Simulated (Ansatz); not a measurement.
# Se (Se, rhombohedral Se6): the cost of one run

Computed with Ansatz 0.2.0 (DFT BLYP, plane waves (420 eV) with PAW, scalar-relativistic; PAW files made under PBE, frozen cores solved again for the functional, unless a step says otherwise).

### Step 1. The starting structure

The structure is trigonal, space group R-3 (No. 148). The conventional cell has a = 11.362 Å, b = 11.362 Å, c = 4.429 Å, α = 90.00°, β = 90.00°, γ = 120.00°. Around Se (site symmetry 1) lie 2 Se at 2.36 Å.

Coordinates:

```cif
data_structure
_symmetry_space_group_name_H-M 'P 1'
_symmetry_Int_Tables_number 1
_cell_length_a 6.7239
_cell_length_b 6.7239
_cell_length_c 6.7239
_cell_angle_alpha 115.321
_cell_angle_beta 115.321
_cell_angle_gamma 115.321
_cell_volume 165.05
loop_
_atom_site_label
_atom_site_type_symbol
_atom_site_fract_x
_atom_site_fract_y
_atom_site_fract_z
_atom_site_occupancy
Se1 Se 0.28066 0.16251 0.91818 1
Se2 Se 0.91818 0.28066 0.16251 1
Se3 Se 0.16251 0.91818 0.28066 1
Se4 Se 0.71934 0.83749 0.08182 1
Se5 Se 0.08182 0.71934 0.83749 1
Se6 Se 0.83749 0.08182 0.71934 1
```

### Step 2. Geometry optimisation

input.yaml

```yaml
crystal:
  lattice:
    - [5.6809998619, 3.2799267995, 1.47633]
    - [-5.6809998619, 3.2799267995, 1.47633]
    - [0.0, -6.5598535991, 1.47633]
  atoms:
    - { symbol: Se, position: [0.28066, 0.16251, 0.91818] }
    - { symbol: Se, position: [0.91818, 0.28066, 0.16251] }
    - { symbol: Se, position: [0.16251, 0.91818, 0.28066] }
    - { symbol: Se, position: [0.71934, 0.83749, 0.08182] }
    - { symbol: Se, position: [0.08182, 0.71934, 0.83749] }
    - { symbol: Se, position: [0.83749, 0.08182, 0.71934] }
hamiltonian:
  xc: blyp
  pseudopotentials:
    kind: paw
    azcp:
      Se: "pseudopotentials/Se.paw.azcp"
basis:
  ecutwfc: 420
  fft_grid_basis: typed
kpoints:
  mp_grid: { grid: [4, 4, 4], shift: [0, 0, 0] }
magnetization:
  spin_polarized: false
scf:
  occupations: { method: fermi_dirac, width: 0.05 }
relax:
  max_steps: 60
  f_tol: 0.01
  cell: {}
```

**Question.** How long does this run take on 2 threads of an Arm CPU, shared host, and how much memory does it need?

About 2 min, with a peak of 0.62 GiB.
